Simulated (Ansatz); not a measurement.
Born–Oppenheimer molecular dynamics of a periodic cell of 16 atoms, Li (start crystal Li, start structure bcc, volume 1.1 times the crystal's). It goes on from the last frame of an earlier run, with new velocities.

Computed with DFT PBE, scalar-relativistic, plane waves, PAW in Ansatz 0.2.0. Settings: accuracy low, cutoff 420 eV, k mesh 2x2x2, fermi-dirac smearing 0.11 eV, no spin polarisation.

```yaml
ensemble: NVT, Langevin thermostat
time_step: 1 fs
steps_asked: 80
set_temperature: 780 K
friction: 0.02 /fs
seed: 51355
```

Frames 1 fs apart, positions in Å, forces in eV/Å.

Velocities at 20.0 fs (Å/ps):

```
Li 3.27 -17.93 8.54
Li 20.21 -11.54 -9.43
Li -18.19 -7.53 -13.13
Li -3.25 -14.70 17.40
Li 18.17 0.12 16.23
Li -4.98 -15.64 1.66
Li -4.83 -6.40 14.39
Li -8.52 1.91 7.08
Li -5.92 1.07 -6.26
Li -1.34 7.82 16.66
Li -3.52 8.28 -22.92
Li 8.26 -2.24 0.00
Li 15.12 -2.43 8.91
Li -10.18 8.87 -19.68
Li -0.42 1.38 -0.91
Li 4.08 -6.40 -4.03
```

```xyz
16
Lattice="7.2053 0.0000 0.0000 0.0000 7.2053 0.0000 0.0000 0.0000 7.2053" Properties=species:S:1:pos:R:3:forces:R:3 time_fs=20.0 energy_less_start_eV=-0.443 T=947
Li 0.129 -0.648 -0.134 -0.13 0.41 0.14
Li 3.735 0.465 -0.046 -0.06 -0.75 -0.16
Li 0.140 3.278 -0.254 -0.15 -0.02 0.11
Li -0.290 0.439 3.896 0.12 -0.57 -0.05
Li 1.795 1.473 2.305 0.03 0.21 -0.29
Li 3.804 3.140 0.521 -0.36 0.63 -0.43
Li 3.811 -0.047 3.307 -0.23 -0.19 0.41
Li 5.163 1.627 1.788 0.79 0.12 0.38
Li 0.055 3.756 3.354 -0.24 -0.15 0.17
Li 1.890 4.972 1.688 0.14 0.36 -0.11
Li 1.970 1.605 5.483 0.02 0.22 -0.27
Li 3.551 4.047 3.796 0.00 -0.74 -0.46
Li 5.289 5.455 1.848 0.18 -0.10 -0.10
Li 5.218 2.048 5.002 -0.17 0.09 0.23
Li 1.844 5.439 5.064 -0.13 0.22 0.20
Li 5.191 5.162 5.441 0.20 0.26 0.24
16
Lattice="7.2053 0.0000 0.0000 0.0000 7.2053 0.0000 0.0000 0.0000 7.2053" Properties=species:S:1:pos:R:3:forces:R:3 time_fs=21.0 energy_less_start_eV=-0.455 T=958
Li 0.130 -0.666 -0.125 -0.13 0.42 0.13
Li 3.756 0.453 -0.054 -0.08 -0.73 -0.18
Li 0.122 3.270 -0.269 -0.14 -0.01 0.12
Li -0.294 0.424 3.914 0.11 -0.55 -0.06
Li 1.812 1.473 2.319 0.00 0.20 -0.29
Li 3.799 3.125 0.522 -0.37 0.66 -0.44
Li 3.806 -0.052 3.322 -0.21 -0.20 0.39
Li 5.155 1.628 1.796 0.79 0.10 0.40
Li 0.050 3.757 3.348 -0.23 -0.16 0.18
Li 1.889 4.980 1.704 0.14 0.35 -0.12
Li 1.967 1.615 5.460 0.04 0.20 -0.24
Li 3.560 4.045 3.798 -0.01 -0.72 -0.46
Li 5.304 5.453 1.857 0.15 -0.10 -0.10
Li 5.206 2.057 4.982 -0.16 0.08 0.23
Li 1.845 5.441 5.063 -0.12 0.20 0.19
Li 5.193 5.156 5.439 0.20 0.26 0.24
16
Lattice="7.2053 0.0000 0.0000 0.0000 7.2053 0.0000 0.0000 0.0000 7.2053" Properties=species:S:1:pos:R:3:forces:R:3 time_fs=22.0 energy_less_start_eV=-0.472 T=925
Li 0.130 -0.683 -0.116 -0.12 0.42 0.12
Li 3.777 0.438 -0.063 -0.09 -0.70 -0.20
Li 0.106 3.263 -0.284 -0.13 -0.01 0.14
Li -0.299 0.409 3.931 0.11 -0.54 -0.07
Li 1.828 1.475 2.331 -0.02 0.19 -0.29
Li 3.792 3.112 0.523 -0.37 0.68 -0.45
Li 3.801 -0.057 3.339 -0.18 -0.21 0.37
Li 5.148 1.630 1.803 0.79 0.08 0.42
Li 0.043 3.757 3.341 -0.22 -0.17 0.19
Li 1.887 4.989 1.718 0.15 0.33 -0.12
Li 1.966 1.625 5.438 0.06 0.19 -0.20
Li 3.571 4.040 3.799 -0.03 -0.69 -0.47
Li 5.319 5.453 1.865 0.13 -0.10 -0.09
Li 5.194 2.066 4.962 -0.15 0.07 0.24
Li 1.847 5.446 5.059 -0.12 0.19 0.18
Li 5.195 5.149 5.444 0.20 0.26 0.24
16
Lattice="7.2053 0.0000 0.0000 0.0000 7.2053 0.0000 0.0000 0.0000 7.2053" Properties=species:S:1:pos:R:3:forces:R:3 time_fs=23.0 energy_less_start_eV=-0.493 T=959
Li 0.128 -0.700 -0.106 -0.11 0.43 0.10
Li 3.799 0.422 -0.071 -0.10 -0.68 -0.21
Li 0.089 3.258 -0.297 -0.13 -0.01 0.15
Li -0.301 0.394 3.947 0.11 -0.52 -0.08
Li 1.844 1.480 2.342 -0.04 0.19 -0.29
Li 3.784 3.101 0.524 -0.37 0.69 -0.45
Li 3.797 -0.059 3.356 -0.16 -0.22 0.35
Li 5.140 1.634 1.812 0.80 0.07 0.43
Li 0.035 3.756 3.336 -0.21 -0.17 0.20
Li 1.883 4.999 1.730 0.16 0.32 -0.12
Li 1.965 1.637 5.417 0.07 0.17 -0.17
Li 3.581 4.031 3.797 -0.05 -0.66 -0.47
Li 5.335 5.455 1.873 0.10 -0.10 -0.09
Li 5.183 2.074 4.942 -0.13 0.05 0.25
Li 1.849 5.450 5.056 -0.12 0.17 0.18
Li 5.197 5.144 5.451 0.20 0.25 0.23
16
Lattice="7.2053 0.0000 0.0000 0.0000 7.2053 0.0000 0.0000 0.0000 7.2053" Properties=species:S:1:pos:R:3:forces:R:3 time_fs=24.0 energy_less_start_eV=-0.520 T=910
Li 0.125 -0.715 -0.096 -0.10 0.44 0.09
Li 3.818 0.407 -0.079 -0.11 -0.64 -0.22
Li 0.072 3.253 -0.307 -0.12 -0.01 0.15
Li -0.301 0.380 3.963 0.11 -0.50 -0.09
Li 1.860 1.486 2.355 -0.06 0.18 -0.29
Li 3.775 3.094 0.527 -0.37 0.70 -0.46
Li 3.794 -0.062 3.374 -0.15 -0.23 0.34
Li 5.130 1.637 1.824 0.79 0.06 0.43
Li 0.025 3.757 3.333 -0.20 -0.18 0.21
Li 1.877 5.009 1.741 0.17 0.31 -0.12
Li 1.966 1.651 5.397 0.09 0.16 -0.13
Li 3.591 4.018 3.794 -0.07 -0.61 -0.47
Li 5.351 5.456 1.879 0.07 -0.10 -0.08
Li 5.169 2.084 4.924 -0.11 0.03 0.26
Li 1.851 5.452 5.055 -0.12 0.15 0.17
Li 5.200 5.142 5.460 0.18 0.24 0.21
16
Lattice="7.2053 0.0000 0.0000 0.0000 7.2053 0.0000 0.0000 0.0000 7.2053" Properties=species:S:1:pos:R:3:forces:R:3 time_fs=25.0 energy_less_start_eV=-0.553 T=933
Li 0.120 -0.728 -0.085 -0.09 0.45 0.07
Li 3.836 0.389 -0.089 -0.12 -0.60 -0.22
Li 0.056 3.245 -0.318 -0.11 -0.01 0.16
Li -0.300 0.364 3.976 0.09 -0.47 -0.09
Li 1.874 1.493 2.365 -0.08 0.17 -0.30
Li 3.765 3.089 0.528 -0.36 0.70 -0.47
Li 3.789 -0.066 3.391 -0.13 -0.24 0.32
Li 5.121 1.639 1.835 0.79 0.05 0.43
Li 0.015 3.757 3.330 -0.19 -0.18 0.21
Li 1.869 5.020 1.750 0.18 0.29 -0.11
Li 1.969 1.666 5.377 0.09 0.15 -0.10
Li 3.599 4.001 3.789 -0.09 -0.56 -0.47
Li 5.366 5.457 1.884 0.04 -0.09 -0.07
Li 5.154 2.095 4.908 -0.08 0.00 0.27
Li 1.852 5.452 5.053 -0.11 0.13 0.16
Li 5.203 5.141 5.470 0.17 0.23 0.19
16
Lattice="7.2053 0.0000 0.0000 0.0000 7.2053 0.0000 0.0000 0.0000 7.2053" Properties=species:S:1:pos:R:3:forces:R:3 time_fs=26.0 energy_less_start_eV=-0.590 T=929
Li 0.114 -0.739 -0.075 -0.07 0.46 0.06
Li 3.852 0.372 -0.102 -0.12 -0.56 -0.21
Li 0.043 3.239 -0.328 -0.10 0.00 0.17
Li -0.299 0.344 3.988 0.08 -0.44 -0.09
Li 1.887 1.500 2.377 -0.10 0.16 -0.30
Li 3.754 3.084 0.529 -0.36 0.69 -0.47
Li 3.780 -0.071 3.408 -0.10 -0.25 0.30
Li 5.115 1.642 1.845 0.77 0.03 0.42
Li 0.007 3.757 3.328 -0.17 -0.19 0.22
Li 1.857 5.031 1.759 0.19 0.28 -0.10
Li 1.974 1.679 5.357 0.09 0.14 -0.07
Li 3.604 3.981 3.782 -0.10 -0.49 -0.47
Li 5.381 5.458 1.889 0.01 -0.09 -0.06
Li 5.140 2.107 4.894 -0.05 -0.04 0.28
Li 1.853 5.454 5.051 -0.10 0.11 0.16
Li 5.209 5.142 5.479 0.14 0.21 0.16
16
Lattice="7.2053 0.0000 0.0000 0.0000 7.2053 0.0000 0.0000 0.0000 7.2053" Properties=species:S:1:pos:R:3:forces:R:3 time_fs=27.0 energy_less_start_eV=-0.623 T=875
Li 0.108 -0.747 -0.064 -0.06 0.47 0.04
Li 3.865 0.354 -0.115 -0.12 -0.52 -0.20
Li 0.032 3.232 -0.336 -0.10 0.00 0.17
Li -0.298 0.325 3.999 0.07 -0.41 -0.09
Li 1.901 1.506 2.390 -0.12 0.16 -0.31
Li 3.743 3.079 0.531 -0.35 0.69 -0.47
Li 3.769 -0.075 3.426 -0.07 -0.26 0.28
Li 5.111 1.647 1.856 0.76 0.01 0.41
Li 0.000 3.757 3.328 -0.16 -0.19 0.23
Li 1.843 5.040 1.766 0.21 0.27 -0.09
Li 1.979 1.694 5.339 0.09 0.13 -0.05
Li 3.608 3.961 3.772 -0.12 -0.42 -0.46
Li 5.395 5.460 1.894 -0.02 -0.09 -0.04
Li 5.126 2.120 4.881 -0.02 -0.08 0.29
Li 1.853 5.458 5.050 -0.09 0.08 0.16
Li 5.215 5.145 5.486 0.12 0.18 0.13
16
Lattice="7.2053 0.0000 0.0000 0.0000 7.2053 0.0000 0.0000 0.0000 7.2053" Properties=species:S:1:pos:R:3:forces:R:3 time_fs=28.0 energy_less_start_eV=-0.652 T=865
Li 0.102 -0.754 -0.051 -0.05 0.47 0.02
Li 3.876 0.337 -0.128 -0.12 -0.48 -0.18
Li 0.023 3.224 -0.342 -0.09 0.00 0.17
Li -0.298 0.307 4.008 0.06 -0.38 -0.09
Li 1.915 1.512 2.404 -0.14 0.15 -0.32
Li 3.732 3.076 0.531 -0.35 0.68 -0.48
Li 3.759 -0.078 3.445 -0.04 -0.26 0.26
Li 5.106 1.655 1.865 0.74 -0.02 0.40
Li -0.008 3.755 3.330 -0.15 -0.20 0.23
Li 1.829 5.051 1.774 0.22 0.25 -0.08
Li 1.985 1.708 5.322 0.08 0.11 -0.02
Li 3.611 3.940 3.761 -0.14 -0.36 -0.45
Li 5.407 5.461 1.898 -0.05 -0.09 -0.03
Li 5.109 2.132 4.869 0.02 -0.12 0.30
Li 1.854 5.462 5.046 -0.09 0.06 0.16
Li 5.221 5.147 5.490 0.10 0.16 0.11
16
Lattice="7.2053 0.0000 0.0000 0.0000 7.2053 0.0000 0.0000 0.0000 7.2053" Properties=species:S:1:pos:R:3:forces:R:3 time_fs=29.0 energy_less_start_eV=-0.676 T=825
Li 0.095 -0.761 -0.040 -0.04 0.48 0.00
Li 3.887 0.320 -0.141 -0.13 -0.44 -0.17
Li 0.013 3.217 -0.346 -0.09 0.00 0.18
Li -0.300 0.292 4.015 0.05 -0.34 -0.09
Li 1.929 1.517 2.419 -0.16 0.14 -0.34
Li 3.720 3.075 0.530 -0.34 0.67 -0.48
Li 3.749 -0.080 3.464 -0.01 -0.27 0.23
Li 5.102 1.665 1.873 0.73 -0.04 0.39
Li -0.015 3.751 3.334 -0.14 -0.20 0.23
Li 1.817 5.064 1.783 0.23 0.24 -0.07
Li 1.994 1.723 5.304 0.07 0.10 0.01
Li 3.614 3.920 3.749 -0.15 -0.29 -0.44
Li 5.418 5.460 1.902 -0.08 -0.09 -0.02
Li 5.092 2.142 4.859 0.05 -0.15 0.31
Li 1.855 5.466 5.041 -0.08 0.04 0.16
Li 5.227 5.149 5.494 0.08 0.14 0.09
16
Lattice="7.2053 0.0000 0.0000 0.0000 7.2053 0.0000 0.0000 0.0000 7.2053" Properties=species:S:1:pos:R:3:forces:R:3 time_fs=30.0 energy_less_start_eV=-0.694 T=795
Li 0.087 -0.766 -0.028 -0.02 0.48 -0.02
Li 3.899 0.303 -0.152 -0.13 -0.40 -0.15
Li 0.005 3.211 -0.352 -0.08 0.00 0.18
Li -0.301 0.278 4.023 0.05 -0.32 -0.09
Li 1.941 1.522 2.434 -0.18 0.14 -0.36
Li 3.707 3.075 0.528 -0.34 0.66 -0.49
Li 3.741 -0.081 3.482 0.02 -0.27 0.21
Li 5.100 1.678 1.878 0.71 -0.07 0.38
Li -0.020 3.747 3.339 -0.12 -0.20 0.23
Li 1.807 5.076 1.791 0.23 0.22 -0.06
Li 2.003 1.738 5.285 0.05 0.09 0.05
Li 3.616 3.900 3.738 -0.16 -0.22 -0.44
Li 5.429 5.456 1.907 -0.10 -0.09 -0.01
Li 5.077 2.151 4.849 0.08 -0.18 0.33
Li 1.857 5.469 5.036 -0.08 0.02 0.16
Li 5.233 5.149 5.497 0.06 0.12 0.07
16
Lattice="7.2053 0.0000 0.0000 0.0000 7.2053 0.0000 0.0000 0.0000 7.2053" Properties=species:S:1:pos:R:3:forces:R:3 time_fs=31.0 energy_less_start_eV=-0.710 T=743
Li 0.078 -0.769 -0.015 -0.01 0.49 -0.04
Li 3.910 0.285 -0.163 -0.13 -0.36 -0.14
Li -0.004 3.208 -0.357 -0.07 0.00 0.18
Li -0.301 0.265 4.032 0.05 -0.29 -0.09
Li 1.956 1.525 2.447 -0.20 0.13 -0.37
Li 3.694 3.076 0.526 -0.34 0.65 -0.49
Li 3.736 -0.080 3.500 0.06 -0.28 0.18
Li 5.100 1.693 1.881 0.70 -0.09 0.37
Li -0.023 3.743 3.345 -0.11 -0.20 0.22
Li 1.797 5.088 1.798 0.24 0.21 -0.05
Li 2.013 1.754 5.266 0.04 0.08 0.08
Li 3.617 3.882 3.727 -0.17 -0.16 -0.43
Li 5.439 5.452 1.910 -0.13 -0.09 0.01
Li 5.064 2.159 4.840 0.12 -0.21 0.35
Li 1.862 5.473 5.031 -0.08 0.00 0.17
Li 5.240 5.149 5.500 0.05 0.09 0.05
```

Of the whole run (80 fs, mean temperature of the second half 835 K): A run of 0.08 ps of so small a system gives no equilibrium averages. Limits of this set-up: coarse k mesh, low accuracy level.

Run time: 12 min on 1 thread of AMD EPYC 7571, with other jobs on the host, peak memory 0.63 GiB.
